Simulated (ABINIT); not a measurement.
# MgB2 (P6/mmm) in ABINIT: single point with PBE

Aim: the single point of MgB2 with PBE.

All numbers are computed with ABINIT 10.8.3 (patched build); they aren't measurements. Logs are shortened: lines on timing, memory, paths and dates and some standing lists are left out, and cuts for length are marked. The log counts tension as positive stress, the text compression.

## Step 1: The crystal as given

It takes space group P6/mmm (No. 191, hexagonal). Conventional cell: a = 3.085 Å, b = 3.085 Å, c = 3.523 Å, α = 90.00°, β = 90.00°, γ = 120.00°. Mg (site symmetry 6/mmm) is surrounded by 12 B at 2.51 Å. Around B (site symmetry -6m2) lie 3 B at 1.78 Å.

## Step 2: Single point, PBE

The input, run.abi:

```
# Pseudopotentials
pp_dirpath "./"
pseudos "Mg.GGA_PBE-JTH.xml, B.GGA_PBE-JTH.xml"

# Structure
acell 5.8298050945 5.8298050945 6.6575051371
rprim
     1.0000000000     0.0000000000     0.0000000000
    -0.5000000000     0.8660254038     0.0000000000
     0.0000000000     0.0000000000     1.0000000000
ntypat 2
znucl 12 5
natom 3
typat 1 2 2
xred
     0.0000000000     0.0000000000     0.0000000000
     0.6666666667     0.3333333333     0.5000000000
     0.3333333333     0.6666666667     0.5000000000

# Plane-wave basis
ecut 517.016339 eV
pawecutdg 38.0

# k points
kptopt 1
ngkpt 13 13 10
nshiftk 1
shiftk 0.0 0.0 0.0

# Exchange and correlation
ixc 11

# Bands and occupations
nband 12
occopt 3
tsmear 0.00183747

# SCF cycle
nstep 100
tolvrs 1.0e-9

# Output
iomode 3
prtwf 0
prteig 0
prtebands 0
prtden 1
prtvha 1
prtvclmb 1
prtpot 1
```

Potentials or basis: JTH PAW PBE v2.0.

Launch:

```sh
$ abinit run.abi > log 2>&1
```

run.abo:

```text
.Version 10.8.3 of ABINIT
 Symmetries : space group P6/m m m (#191); Bravais hP (primitive hexag.)
================================================================================
 Values of the parameters that define the memory need of the present run
     intxc =       0    ionmov =       0      iscf =      17    lmnmax =       8
     lnmax =       4     mgfft =      30  mpssoang =       2    mqgrid =    3001
     natom =       3  nloc_mem =       2    nspden =       1   nspinor =       1
    nsppol =       1      nsym =      24    n1xccc =       1    ntypat =       2
    occopt =       3   xclevel =       2
       mpw =         788          nfft =       17280          nkpt =         126
 PAW method is used; the additional fine FFT grid is defined by:
   mgfftf=        40    nfftf =     51840
================================================================================
================================================================================

--------------------------------------------------------------------------------
------------- Echo of variables that govern the present computation ------------
--------------------------------------------------------------------------------
 -outvars: echo values of preprocessed input variables --------
            acell      5.8298050945E+00  5.8298050945E+00  6.6575051371E+00 Bohr
              amu      2.43050000E+01  1.08110000E+01
             ecut      1.90000000E+01 Hartree
                       outvar_i_n : Printing only first  50 k-points.
              ixc          11
                       outvar_i_n : Printing only first  50 k-points.
         kptrlatt       13    0    0      0   13    0      0    0   10
          kptrlen      6.65750514E+01
            natom           3
            nband          12
            ngfft          24      24      30
          ngfftdg          36      36      40
             nkpt         126
            nstep         100
             nsym          24
           ntypat           2
                       prtocc : prtvol=0, do not print more k-points.
           occopt           3
        pawecutdg      3.80000000E+01 Hartree
         pawxcdev           0
        prtebands           0
           prteig           0
           prtpot           1
         prtvclmb           1
           prtvha           1
            prtwf           0
            rprim      1.0000000000E+00  0.0000000000E+00  0.0000000000E+00
                      -5.0000000000E-01  8.6602540380E-01  0.0000000000E+00
                       0.0000000000E+00  0.0000000000E+00  1.0000000000E+00
          spgroup         191
           tolvrs      1.00000000E-09
           tsmear      1.83747000E-03 Hartree
            typat      1  2  2
           useylm           1
                       outvars : Printing only first  50 k-points.
           xangst      0.0000000000E+00  0.0000000000E+00  0.0000000000E+00
                       1.5424999990E+00  8.9056278964E-01  1.7614999988E+00
                      -7.9179545087E-18  1.7811255793E+00  1.7614999988E+00
            xcart      0.0000000000E+00  0.0000000000E+00  0.0000000000E+00
                       2.9149025472E+00  1.6829197703E+00  3.3287525686E+00
                      -1.4962765499E-17  3.3658395407E+00  3.3287525686E+00
             xred      0.0000000000E+00  0.0000000000E+00  0.0000000000E+00
                       6.6666666667E-01  3.3333333333E-01  5.0000000000E-01
                       3.3333333333E-01  6.6666666667E-01  5.0000000000E-01
            znucl       12.00000    5.00000

================================================================================

 chkinp: Checking input parameters for consistency.

================================================================================
== DATASET  1 ==================================================================

--- !DatasetInfo
iteration_state: {dtset: 1, }
dimensions: {natom: 3, nkpt: 126, mband: 12, nsppol: 1, nspinor: 1, nspden: 1, mpw: 788, }
cutoff_energies: {ecut:  19.0, pawecutdg:  38.0, }
electrons: {nelect:   1.60000000E+01, charge:   0.00000000E+00, occopt:   3.00000000E+00, tsmear:   1.83747000E-03, }
meta: {optdriver: 0, ionmov: 0, optcell: 0, iscf: 17, paral_kgb: 0, }
...

 Exchange-correlation functional for the present dataset will be:
  GGA: Perdew-Burke-Ernzerhof functional - ixc=11
  J.P.Perdew, K.Burke, M.Ernzerhof, PRL 77, 3865 (1996)

 Real(R)+Recip(G) space primitive vectors, cartesian coordinates (Bohr,Bohr^-1):
 R(1)=  5.8298051  0.0000000  0.0000000  G(1)=  0.1715323  0.0990342  0.0000000
 R(2)= -2.9149025  5.0487593  0.0000000  G(2)=  0.0000000  0.1980685  0.0000000
 R(3)=  0.0000000  0.0000000  6.6575051  G(3)=  0.0000000  0.0000000  0.1502064
 Unit cell volume ucvol=  1.9595223E+02 bohr^3
 Angles (23,13,12)=  9.00000000E+01  9.00000000E+01  1.20000000E+02 degrees

 Coarse grid specifications (used for wave-functions):

 getcut: wavevector=  0.0000  0.0000  0.0000  ngfft=  24  24  30
         ecut(hartree)=     19.000   => boxcut(ratio)=   2.09805

 Fine grid specifications (used for densities):

 getcut: wavevector=  0.0000  0.0000  0.0000  ngfft=  36  36  40
         ecut(hartree)=     38.000   => boxcut(ratio)=   2.16517

--- Pseudopotential description ------------------------------------------------
- pspini: atom type   1  psp file is ./Mg.GGA_PBE-JTH.xml
 Pseudopotential format is: paw10
 basis_size (lnmax)=  4 (lmn_size=  8), orbitals=   0   0   1   1
 Spheres core radius: rc_sph= 1.90157919
 Shapefunction is SIN type: shapef(r)=[sin(pi*r/rshp)/(pi*r/rshp)]**2
 Radius for shape functions =  1.70710089
 Compensation charge density is not taken into account in XC energy/potential

- pspini: atom type   2  psp file is ./B.GGA_PBE-JTH.xml
 Pseudopotential format is: paw10
 basis_size (lnmax)=  4 (lmn_size=  8), orbitals=   0   0   1   1
 Spheres core radius: rc_sph= 1.70616958
 Shapefunction is SIN type: shapef(r)=[sin(pi*r/rshp)/(pi*r/rshp)]**2
 Radius for shape functions =  1.40269776
 Compensation charge density is not taken into account in XC energy/potential

   3.19844030E+02                                ecore*ucvol(ha*bohr**3)
--------------------------------------------------------------------------------

[... 7 lines left out ...]

     iter   Etot(hartree)      deltaE(h)  residm     nres2
 ETOT  1  -67.829006642829    -6.783E+01 1.033E+01 6.587E+00
 ETOT  2  -69.329871056378    -1.501E+00 4.334E-02 2.119E+00
 ETOT  3  -69.312845226911     1.703E-02 1.942E-02 2.147E-01
 ETOT  4  -69.312172414721     6.728E-04 1.198E-02 1.884E-02
 ETOT  5  -69.312224274454    -5.186E-05 7.290E-04 2.567E-03
 ETOT  6  -69.312208041951     1.623E-05 2.544E-04 3.183E-05
 ETOT  7  -69.312208382406    -3.405E-07 1.950E-04 1.374E-05
 ETOT  8  -69.312208368419     1.399E-08 9.407E-05 2.663E-07
 ETOT  9  -69.312208367374     1.045E-09 2.211E-04 2.529E-08
 ETOT 10  -69.312208367274     9.928E-11 1.093E-04 2.123E-09
 ETOT 11  -69.312208367263     1.144E-11 1.378E-04 1.747E-10

 At SCF step   11       nres2   =  1.75E-10 < tolvrs=  1.00E-09 =>converged.

 Cartesian components of stress tensor (hartree/bohr^3)
  sigma(1 1)=  7.48263607E-05  sigma(3 2)=  0.00000000E+00
  sigma(2 2)=  7.48263604E-05  sigma(3 1)=  0.00000000E+00
  sigma(3 3)= -4.51210570E-06  sigma(2 1)=  0.00000000E+00

--- !ResultsGS
iteration_state: {dtset: 1, }
comment   : Summary of ground state results
lattice_vectors:
- [  5.8298051,   0.0000000,   0.0000000, ]
- [ -2.9149025,   5.0487593,   0.0000000, ]
- [  0.0000000,   0.0000000,   6.6575051, ]
lattice_lengths: [   5.82981,    5.82981,    6.65751, ]
lattice_angles: [ 90.000,  90.000, 120.000, ] # degrees, (23, 13, 12)
lattice_volume:   1.9595223E+02
convergence: {deltae:  1.144E-11, res2:  1.747E-10, residm:  1.378E-04, diffor: null, }
etotal    :  -6.93122084E+01
entropy   :   0.00000000E+00
fermie    :   2.54721143E-01
cartesian_stress_tensor: # hartree/bohr^3
- [  7.48263607E-05,   0.00000000E+00,   0.00000000E+00, ]
- [  0.00000000E+00,   7.48263604E-05,   0.00000000E+00, ]
- [  0.00000000E+00,   0.00000000E+00,  -4.51210570E-06, ]
pressure_GPa:  -1.4234E+00
xred      :
- [  0.0000E+00,   0.0000E+00,   0.0000E+00, Mg]
- [  6.6667E-01,   3.3333E-01,   5.0000E-01,  B]
- [  3.3333E-01,   6.6667E-01,   5.0000E-01,  B]
cartesian_forces: # hartree/bohr
- [ -0.00000000E+00,  -0.00000000E+00,  -0.00000000E+00, ]
- [ -1.38562706E-28,  -7.99992154E-29,  -0.00000000E+00, ]
- [  1.38562706E-28,   7.99992154E-29,  -0.00000000E+00, ]
force_length_stats: {min:   0.00000000E+00, max:   1.59998431E-28, mean:   1.06665620E-28, }
...

 Integrated electronic density in atomic spheres:
 ------------------------------------------------
 Atom  Sphere_radius  Integrated_density
    1        1.90158          8.26390330
    2        1.70617          1.81650447
    3        1.70617          1.81650447

================================================================================

 ----iterations are completed or convergence reached----

 Mean square residual over all n,k,spin=   23.530E-08; max=  13.780E-05
 reduced coordinates (array xred) for    3 atoms
       0.000000000000      0.000000000000      0.000000000000
       0.666666666667      0.333333333333      0.500000000000
       0.333333333333      0.666666666667      0.500000000000
 rms dE/dt=  3.8080E-28; max dE/dt=  8.0779E-28; dE/dt below (all hartree)
    1       0.000000000000      0.000000000000      0.000000000000
    2       0.000000000000      0.000000000000      0.000000000000
    3      -0.000000000000      0.000000000000      0.000000000000

 cartesian coordinates (angstrom) at end:
    1      0.00000000000000     0.00000000000000     0.00000000000000
    2      1.54249999896135     0.89056278964134     1.76149999881646
    3     -0.00000000000000     1.78112557928268     1.76149999881646

 cartesian forces (hartree/bohr) at end:
    1     -0.00000000000000    -0.00000000000000    -0.00000000000000
    2     -0.00000000000000    -0.00000000000000    -0.00000000000000
    3      0.00000000000000     0.00000000000000    -0.00000000000000
 frms,max,avg= 7.5423984E-29 1.3856271E-28   0.000E+00  0.000E+00  0.000E+00 h/b

 cartesian forces (eV/Angstrom) at end:
    1     -0.00000000000000    -0.00000000000000    -0.00000000000000
    2     -0.00000000000000    -0.00000000000000    -0.00000000000000
    3      0.00000000000000     0.00000000000000    -0.00000000000000
 frms,max,avg= 3.8784572E-27 7.1251808E-27   0.000E+00  0.000E+00  0.000E+00 e/A
 length scales=  5.829805094500  5.829805094500  6.657505137100 bohr
              =  3.084999997923  3.084999997923  3.522999997633 angstroms
 Fermi (or HOMO) energy (hartree) =   0.25472   Average Vxc (hartree)=  -0.39479
 Eigenvalues (hartree) for nkpt= 126  k points:
 kpt#   1, nband= 12, wtk=  0.00059, kpt=  0.0000  0.0000  0.0000 (reduced coord)
  -2.50383   -1.28182   -1.28182   -1.28128   -0.19911    0.14941    0.27006    0.27006
   0.31826    0.48843    0.48843    0.55333
      occupation numbers for kpt#   1
   2.00000    2.00000    2.00000    2.00000    2.00000    2.00000    0.00047    0.00047
   0.00000    0.00000    0.00000    0.00000
 prteigrs : prtvol=0 or 1, do not print more k-points.

--- !EnergyTerms
iteration_state     : {dtset: 1, }
comment             : Components of total free energy in Hartree
kinetic             :  6.99617947454577E+00
hartree             :  1.39018974676083E+01
xc                  : -3.51300995106162E+00
Ewald energy        : -3.69279620083496E+01
psp_core            :  1.63225510896059E+00
local_psp           : -4.27156404359420E+01
PAW spherical_terms : -8.68569483260639E+00
internal            : -6.93119751768450E+01
'-kT*entropy'       : -2.30416759893904E-04
total_energy        : -6.93122055936049E+01
total_energy_eV     : -1.88608119796843E+03
...

--- !EnergyTermsDC
iteration_state     : {dtset: 1, }
comment             : '"Double-counting" decomposition of free energy'
band_energy         : -1.20885851584058E+01
Ewald energy        : -3.69279620083496E+01
psp_core            :  1.63225510896059E+00
xc_dc               : -1.29654126940959E+01
PAW spherical_terms : -8.96227319861235E+00
internal            : -6.93119779505030E+01
'-kT*entropy'       : -2.30416759893904E-04
total_energy_dc     : -6.93122083672629E+01
total_energy_dc_eV  : -1.88608127344351E+03
...

--- !EnergyTermsWithPAWCore
iteration_state     : {dtset: 1, }
comment             : 'Components of total free energy, including PAW core contributions'
Total energy        : -2.50047179631120E+02
Total energy DC     : -2.50047182404778E+02
Total energy (eV)   : -6.80413038466061E+03
Total energy DC (eV): -6.80413046013569E+03
...

 Cartesian components of stress tensor (hartree/bohr^3)
  sigma(1 1)=  7.48263607E-05  sigma(3 2)=  0.00000000E+00
  sigma(2 2)=  7.48263604E-05  sigma(3 1)=  0.00000000E+00
  sigma(3 3)= -4.51210570E-06  sigma(2 1)=  0.00000000E+00

-Cartesian components of stress tensor (GPa)         [Pressure= -1.4234E+00 GPa]
- sigma(1 1)=  2.20146754E+00  sigma(3 2)=  0.00000000E+00
- sigma(2 2)=  2.20146753E+00  sigma(3 1)=  0.00000000E+00
- sigma(3 3)= -1.32750733E-01  sigma(2 1)=  0.00000000E+00

== END DATASET(S) ==============================================================
================================================================================

 -outvars: echo values of variables after computation  --------
            acell      5.8298050945E+00  5.8298050945E+00  6.6575051371E+00 Bohr
           etotal     -6.9312208367E+01
            fcart     -0.0000000000E+00 -0.0000000000E+00 -0.0000000000E+00
                      -1.3856270559E-28 -7.9999215370E-29 -0.0000000000E+00
                       1.3856270559E-28  7.9999215370E-29 -0.0000000000E+00
            rprim      1.0000000000E+00  0.0000000000E+00  0.0000000000E+00
                      -5.0000000000E-01  8.6602540380E-01  0.0000000000E+00
                       0.0000000000E+00  0.0000000000E+00  1.0000000000E+00
           strten      7.4826360685E-05  7.4826360383E-05 -4.5121056962E-06
                       0.0000000000E+00  0.0000000000E+00  0.0000000000E+00
           xangst      0.0000000000E+00  0.0000000000E+00  0.0000000000E+00
                       1.5424999990E+00  8.9056278964E-01  1.7614999988E+00
                      -7.9179545087E-18  1.7811255793E+00  1.7614999988E+00
             xred      0.0000000000E+00  0.0000000000E+00  0.0000000000E+00
                       6.6666666667E-01  3.3333333333E-01  5.0000000000E-01
                       3.3333333333E-01  6.6666666667E-01  5.0000000000E-01
 Calculation completed.
```

It took 35 s on 1 thread of Arm Neoverse V1, shared host; peak memory 0.12 GiB.

Results:

```
Free energy            : -1886.0813 eV
Pressure               : -1.4 GPa
Band gap on the k mesh : none (metal or under the smearing width)
```

Stress tensor (GPa, compression positive):
```
-2.20  0.00  0.00
 0.00 -2.20  0.00
 0.00  0.00  0.13
```

Caveat: the atomic spheres overlap.
